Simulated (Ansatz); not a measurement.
**Relaxing Li in the hcp type**

First guess:

```
CELL_PARAMETERS angstrom
2.86019 0.00000 0.00000
-1.43010 2.47700 0.00000
0.00000 0.00000 4.63351
ATOMIC_POSITIONS crystal
Li 0.33333 0.66667 0.25000
Li 0.66667 0.33333 0.75000
```

Level of theory: DFT, PBE, PAW with Ansatz's default frozen-core files, scalar-relativistic in Ansatz 0.2.0.

Cell and atoms relax within the symmetry of the start on a 16×16×9 k mesh with 0.05 eV Fermi–Dirac smearing.

The start is built from a prototype, known or not as a phase of this compound; the cutoff is 420 eV.

Problem. What is the pressure of the first guess?

Solution. 4.09 GPa.

Problem. What does it relax to?

Solution. a = 3.054 Å, b = 3.054 Å, c = 4.995 Å, α = 90.00°, β = 90.00°, γ = 120.00° (conventional cell), 20.18 Å³ per atom:
Space group P6_3/mmc (No. 194). a = 3.054 Å, b = 3.054 Å, c = 4.995 Å, α = 90.00°, β = 90.00°, γ = 120.00°
| atom | site | symmetry | x | y | z |
| --- | --- | --- | --- | --- | --- |
| Li | 2c | -6m2 | 0.3333 | 0.6667 | 0.2500 |

Problem. How much energy does the relaxation release?

Solution. 42 meV/atom.
